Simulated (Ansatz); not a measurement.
## Sb2Se3 quintuple layer monolayer in a perpendicular field

Aim: how the Sb2Se3 quintuple layer monolayer screens a field along its normal, and what the field does to its bands. A positive field points along +c.

Program: Ansatz 0.2.0. Level of theory: plane-wave DFT, PBE-D3(BJ), Ansatz PAW (set soft_1); PAW set soft_1. Results are calculated unless marked as measured.

Report form: the programs' logs are mostly left out.

### Step 1. Set-up

The cell holds 5 atoms: 3 Se and 2 Sb. Its edges and angles: a = 4.070 Å, b = 4.070 Å, c = 45.400 Å, α = 90.0°, β = 90.0°, γ = 120.0°. Vacuum lies along c.

### Step 2. Relaxing the slab

The starting cell is a guess, so the in-plane lattice and the atoms are relaxed first, with the slab cut off from its images along the normal.

Contents of input.yaml:

```yaml
crystal:
  lattice:
    - [4.07, 0.0, 0.0]
    - [-2.035, 3.5247233934, 0.0]
    - [0.0, 0.0, 45.4000000022]
  atoms:
    - { symbol: Se, position: [0.3333333333, 0.6666666667, 0.4207048458] }
    - { symbol: Sb, position: [0.6666666667, 0.3333333333, 0.4570484581] }
    - { symbol: Se, position: [0.0, 0.0, 0.5] }
    - { symbol: Sb, position: [0.3333333333, 0.6666666667, 0.5429515419] }
    - { symbol: Se, position: [0.6666666667, 0.3333333333, 0.5792951542] }
  periodic: [true, true, false]
kpoints:
  mp_grid: { grid: [12, 12, 1] }
hamiltonian:
  xc: pbe
  dispersion: d3bj
  pseudopotentials: { kind: paw, azcp: { folder: soft_1 } }
scf:
  occupations: { method: fermi_dirac, width: 0.05 }
  convergence: { dr2_threshold: 1.0e-09 }
relax:
  f_tol: 0.004
  max_steps: 90
  cell: {}
output:
  write_potential: true
  write_density: true
  volumetric_format: npy
```

Run with:

```sh
$ ansatz run input.yaml --threads 2 --pin off --max-ram 3072MiB --backend cpu --events-out ev --progress --plain --runs-dir out
```

The job ended after 1.7 min (2 threads of Arm Neoverse V1, shared host; peak memory 1.1 GiB; 3.4 min of CPU time).

Step by step:

```tsv
step	energy less that of the first step (eV)	largest force component (eV/Å)	volume (Å³)
1	0.0000	0.7886	651.29
2	-0.1252	0.5251	639.68
3	-0.1535	0.0099	636.19
4	-0.1547	0.0089	632.34
5	-0.1548	0.0004	631.41
6*	-0.1544	0.0003	631.41
```

Relaxation steps marked * repeat the geometry before them on a plane-wave basis chosen anew for their cell, so energy and pressure can jump there.

Forces are held to the 12 operations that the run works with; a distortion that breaks them can't arise in this run.

```tsv
cell as run	before	after	change
a (Å)	4.070	4.007	-1.5 %
b (Å)	4.070	4.007	-1.5 %
```

The atoms that moved most (Å, along periodic axes as changes of fractional coordinates times the final cell, across vacuum about the mean position):

```tsv
atom	dx	dy	dz	length
Se1	0.000	0.000	0.154	0.154
Se5	0.000	0.000	-0.154	0.154
Sb4	0.000	0.000	-0.069	0.069
Sb2	0.000	0.000	0.069	0.069
```

Final coordinates:

```xyz
5
Lattice="4.0074 0.0000 0.0000 -2.0037 3.4705 0.0000 0.0000 0.0000 45.4000" Properties=species:S:1:pos:R:3
Se    0.0000    2.3137   19.2540
Sb    2.0037    1.1568   20.8188
Se    0.0000    0.0000   22.7000
Sb    0.0000    2.3137   24.5812
Se    2.0037    1.1568   26.1460
```

Numbers from this step:

- energy at zero smearing: -29379.3178 eV

The lattice constant a goes from 4.070 to 4.007 Å.

### Step 3. Atoms held, field 0

A sawtooth potential applies the field, turning back in the middle of the vacuum. With the dipole correction the typed value is the field outside the slab. The induced dipole is small, so the SCF threshold is tight.

The cell differs from the one that the last finished run ended in (c 45.400 → 24.892 Å).

Contents of input.yaml:

```yaml
crystal:
  lattice:
    - [4.0073985427, 0.0, 0.0]
    - [-2.0036992713, 3.4705089411, 0.0]
    - [0.0, 0.0, 24.8919410079]
  atoms:
    - { symbol: Se, position: [0.3333333333, 0.6666666667, 0.3615628045] }
    - { symbol: Sb, position: [0.6666666667, 0.3333333333, 0.4244240328] }
    - { symbol: Se, position: [0.0, 0.0, 0.5] }
    - { symbol: Sb, position: [0.3333333333, 0.6666666667, 0.5755759672] }
    - { symbol: Se, position: [0.6666666667, 0.3333333333, 0.6384371955] }
kpoints:
  mp_grid: { grid: [12, 12, 1] }
  band_path:
    path: [[0, 0, 0], [0.5, 0, 0], [0.33333333, 0.33333333, 0], [0, 0, 0]]
    npoints: 16
hamiltonian:
  xc: pbe
  dispersion: d3bj
  pseudopotentials: { kind: paw, azcp: { folder: soft_1 } }
scf:
  occupations: { method: fermi_dirac, width: 0.02585 }
  convergence: { dr2_threshold: 1.0e-10 }
efield:
  axis: 3
  dipole_correction: true
  ramp_position: 0.97
  ramp_width: 0.06
  amplitude: 0
output:
  dos: { projected: true, e_range: [-6, 5] }
  write_potential: true
  write_density: true
  volumetric_format: npy
  elf: true
```

It took 43 s on 2 threads; peak memory 0.82 GiB; 85 s of CPU time.

This step gave:

* dipole along the normal: 7.77e-7 e·Å
* gap along the path: 0.6041 eV
* smallest direct gap along the path: 0.8952 eV
* ionisation energy, upper face: 5.414 eV
* electron affinity, upper face: 4.810 eV
* gap, the smaller of path and mesh: 0.6041 eV

Running mean over a fixed 2.6 Å (it still follows the layers) of the planar mean; the ramp of the sawtooth is left out. Table of electron's electrostatic potential energy less the Fermi level by z:

```tsv
z (Å)	electron's electrostatic potential energy less the Fermi level (eV)
3.5	5.08
4.0	5.08
4.5	5.08
5.0	5.08
5.5	5.07
6.0	5.04
6.5	4.93
7.0	4.44
7.5	3.36
8.0	2.10
8.5	0.414
9.0	-1.73
9.5	-3.90
10.0	-4.97
10.5	-5.10
11.0	-4.78
11.5	-3.89
12.0	-2.67
12.5	-2.02
13.0	-2.95
13.5	-4.11
14.0	-4.91
14.5	-5.10
15.0	-4.85
15.5	-3.50
16.0	-1.23
16.5	0.819
17.0	2.40
17.5	3.61
18.0	4.61
18.5	4.97
19.0	5.05
19.5	5.07
20.0	5.08
20.5	5.08
21.0	5.08
21.5	5.08
```

The density of states has structure finer than the step of the table below, so its rows give means over 0.25 eV, whole bins alone (the curve runs from -6 to 2.24 eV). Peaks (eV: height): -2.200: 8.05, -2.000: 33.5, -1.810: 7.11, -1.700: 6.53, 1.530: 11.3, 1.640: 13.5, 2.190: 13.2.

Density of states against energy, zero at the Fermi level of the run, which the smearing sets inside the gap; means over each step:

```tsv
energy (eV)	density of states (states/eV a cell)
-5.75	0.928
-5.50	1.85
-5.25	1.32
-5.00	1.66
-4.75	1.62
-4.50	2.54
-4.25	4.12
-4.00	4.05
-3.75	4.06
-3.50	4.16
-3.25	4.56
-3.00	4.84
-2.75	4.00
-2.50	3.17
-2.25	3.65
-2.00	7.25
-1.75	4.15
-1.50	2.95
-1.25	1.93
-1.00	2.50
-0.75	4.19
-0.50	3.47
-0.25	0.646
0.00	0
0.25	0.0129
0.50	0.126
0.75	0.317
1.00	2.15
1.25	3.43
1.50	5.23
1.75	5.01
2.00	2.96
```

Projected DOS per atom over height of the atomic layer and energy from the Fermi level. Layers: Se Sb Se Sb Se from below.

Ten even steps from '_' (0.00 states/eV) to '@' (1.56 states/eV), each cell a mean:
```
++%%__%%++
++@@__@@++
==##..##==
..--__--..
__________
__________
__________
**::++::**
==::++::==
--..==..--
++__@@__++
@@..%%..@@
++::::::++
##------##
%%++==++%%
++==++==++
++======++
====++====
..::--::..
..::--::..
..::--::..
____..____
```
Columns: height of the atomic layer (Å) from 9 to 15.9 (not evenly spaced); rows upwards: energy from the Fermi level (eV) from -5.96 to 2.23.

Electronic bands along the path, in eV, zero at the Fermi level of the run, which the smearing sets inside the gap:

```tsv
point	band 36	band 37	band 38	band 39	band 40	band 41	band 42	band 43
Γ	-1.51	-1.51	-1.40	-0.63	0.27	1.24	1.24	2.13
halfway	-2.18	-1.62	-1.50	-0.35	0.92	1.81	2.13	2.70
M	-2.62	-1.99	-1.71	-0.96	0.94	1.91	1.96	2.93
halfway	-3.11	-2.04	-1.41	-0.69	1.55	1.64	2.33	3.34
K	-3.25	-2.33	-0.96	-0.96	1.43	2.37	2.37	3.62
halfway	-2.52	-1.78	-0.80	-0.62	1.41	1.66	2.17	2.61
Γ	-1.51	-1.51	-1.40	-0.63	0.27	1.24	1.24	2.13
```

Electrostatic potential energy in the ca plane at fractional y = 0.333, with atoms of Sb and Se within 0.2 Å of it. With pseudopotentials it is smooth inside the atoms' cores, unlike the true potential.

Values in eV, 6 rows by 16 columns, each cell a mean:
```
  5   5   5   5   5   5   5   1 -15 -14   2   3   1  -4  -9   3
  5   5   5   5   5   5   5  -1 -30 -30  -1   4   3  -9  -4  -2
  5   5   5   5   5   5   5   0 -28 -28   0   4   3  -9  -9  -1
  5   5   5   5   5   5   4   2  -8  -7   2   3   0  -2  -4   4
  5   5   5   5   5   5   3   0   2   2   0   0  -4  -1   4   5
  5   5   5   5   5   5   4   0   1   1   1   1  -3  -1   3   5
```
Columns run along c (16.0 Å, from fractional 0.07 to 0.71 of the cell; values clipped at the 3rd and 97th percentile), rows up along a (4.0 Å). Atoms in or near the plane, at fractional coordinates: Sb at (0.42, 0.67), Se at (0.64, 0.67).

ELF in the ca plane at fractional y = 0.333, with atoms of Sb and Se within 0.2 Å of it. It is the smooth field of the valence electrons, not physical close to the nuclei.

Ten even steps from '0' (0.00) to '9' (0.84), each cell a mean:
```
00000000000000001234444444433442222357888874
00000000000000000011234434543111001478889997
00000000000000000000234201353100002578447998
00000000000000000000133110354100002577216998
00000000000000000000234211453100001578558998
00000000000000000012334434542211112478889986
00000000000000001345554444433443223357888864
00000000000000013577765332236775334444444321
00000000000000024688876311247886444432110000
00000000000000024688875311247886444433211000
00000000000000013567765433235765334444555431
```
Columns run along c (16.0 Å, from fractional 0.07 to 0.71 of the cell), rows up along a (4.0 Å). Atoms in or near the plane, at fractional coordinates: Sb at (0.42, 0.67), Se at (0.64, 0.67).

Valence density in the ca plane at fractional y = 0.333, with atoms of Sb and Se within 0.2 Å of it. It is the smooth field of the valence electrons, not physical close to the nuclei.

Ten steps, logarithmic in the rise over the least value, from '0' (0 e/Å³) to '9' (43 e/Å³), each cell a mean:
```
00000000000000000000001111100000000001111000
00000000000000000000001243210000000011232100
00000000000000000000002566310000000012785210
00000000000000000000013677410000000013896210
00000000000000000000002465310000000012674200
00000000000000000000001233110000000011222100
00000000000000000000000111000000000001111000
00000000000000000000000000000000000000000000
00000000000000000000110000000111011100000000
00000000000000000000110000000111001100000000
00000000000000000000000000000000000000000000
```
Columns run along c (16.0 Å, from fractional 0.07 to 0.71 of the cell), rows up along a (4.0 Å). Atoms in or near the plane, at fractional coordinates: Sb at (0.42, 0.67), Se at (0.64, 0.67).

The gap is 0.60 eV, with the valence edge 5.41 eV and the conduction edge 4.81 eV under the upper vacuum level. Spin-orbit coupling, left out in this run, matters for the bands of elements this heavy.

### Step 4. Single point, field 0.1 V/Å

input.yaml: that of step 3 with these lines changed.

```diff
@@ -26,7 +26,6 @@
   dipole_correction: true
-  ramp_position: 0.97
-  ramp_width: 0.06
-  amplitude: 0
+  ramp_position: 0.9558
+  ramp_width: 0.0884
+  amplitude: 0.1
 output:
-  dos: { projected: true, e_range: [-6, 5] }
   write_potential: true
@@ -34,2 +33 @@
   volumetric_format: npy
-  elf: true
```

It took 45 s on 2 threads; peak memory 0.7 GiB; 88 s of CPU time.

The dipole is 0.0686 e·Å, and the gap 0.604 eV.

### Step 5. Single point, field -0.1 V/Å

input.yaml: that of step 4 with these lines changed.

```diff
@@ -28,3 +28,3 @@
   ramp_width: 0.0884
-  amplitude: 0.1
+  amplitude: -0.1
 output:
```

The job ended after 44 s (2 threads; peak memory 0.7 GiB).

The dipole is -0.0686 e·Å, and the gap 0.604 eV.

### Step 6. Response, atoms held

This step: plane-wave DFT, PBE-D3(BJ), Ansatz PAW (set soft_1); response to a field along the normal, atoms held; PAW set soft_1 (Ansatz 0.2.0).

The dipoles give the slope, and the difference of two potentials shows where the field is screened.

Numbers from this step:

| Property | Result |
| --- | --- |
| equivalent conductor thickness p/(ε₀AE) | 8.928 Å |
| distance between the outer atoms | 6.892 Å |

Table of dipole of the cell by applied field:

```tsv
applied field (V/Å)	dipole of the cell (e·Å)
-0.1000	-0.0686
0.0000	7.8e-7
0.1000	0.0686
```

Local field over the applied field, running mean. From the potentials at -0.1 and 0.1 V/Å; running mean over 2.5 Å. Table of local field over applied field by z:

```tsv
z (Å)	local field over applied field
5	0.996
6	0.966
7	0.810
8	0.482
9	0.154
10	0.0269
11	0.0195
12	0.0276
13	0.0279
14	0.0180
15	0.0317
16	0.183
17	0.521
18	0.838
19	0.973
20	0.997
```

Electrons, planar mean, per unit field. Induced electron density against z:

```tsv
z (Å)	induced electron density (e/Å³ per V/Å)
4.5	5.9e-6
5.0	1.8e-5
5.5	5.5e-5
6.0	1.6e-4
6.5	4.3e-4
7.0	0.00109
7.5	0.00235
8.0	0.00341
8.5	0.00208
9.0	0.00100
9.5	7.3e-4
10.0	-1.9e-4
10.5	-5.1e-4
11.0	3.5e-5
11.5	1.1e-4
12.0	9.9e-5
12.5	-3.1e-5
13.0	-1.0e-4
13.5	-9.7e-5
14.0	4.4e-5
14.5	5.7e-4
15.0	-3.1e-5
15.5	-7.8e-4
16.0	-0.00118
16.5	-0.00249
17.0	-0.00333
17.5	-0.00204
18.0	-8.9e-4
18.5	-3.5e-4
19.0	-1.3e-4
19.5	-4.3e-5
20.0	-1.4e-5
20.5	-4.6e-6
```

The smaller of the gaps on the path and on the k-mesh, counted as 0 under 0.03 eV. The gap stays at 0.604 eV for applied field from -0.1 to 0.1 V/Å.

By hand: between -0.1 and 0.1 V/Å the dipole changes by 0.1372 e·Å, a slope of 0.6862 e·Å²/V. A perfect conductor of thickness t has p = ε₀AEt, so t = 180.95 × 0.6862 / 13.908 = 8.93 Å (e/ε₀ = 180.95 V·Å, A in Å²).

The induced dipole is that of a conductor 8.93 Å thick.

### Step 7. What came out

```yaml
gap_without_field: 0.604 eV
ionisation_energy_upper_face: 5.41 eV
electron_affinity_upper_face: 4.81 eV
equivalent_conductor_thickness_atoms_held: 8.93 Å
```

**Reading.** The induced dipole equals that of a perfect conductor 8.93 Å thick, while the outer atoms lie 6.89 Å apart; an out-of-plane ε follows only once a thickness t is chosen, by 1 − 1/ε = 8.93 Å / t. The gap stays within 0.01 eV of 0.60 eV over the fields run, up to 0.1 V/Å in size. Semilocal functionals give gaps that are too small, and excitons are not included. Spin-orbit coupling is left out, which matters for the bands of elements this heavy.

[Logs are printed without paths, hosts, clocks, repeated set-up lines and the standing remarks that a program may print on its own settings, such as how far it seeks lower states.]

[Hosts, paths, dates, database ids (printed as entryN), source tags and the programs' standing remarks are cut or masked in the printed files.]

[Maps of the electrostatic potential energy from Ansatz leave out the sawtooth potential of an applied field or a dipole correction, so their vacuum need not be flat; planar profiles and work functions include it.]

[The density of states shown here was stored with 400 of the rows of the run's finer table, so its peaks can read low, often by over a quarter, or be missed, and its means over a window can be off by a tenth or more.]
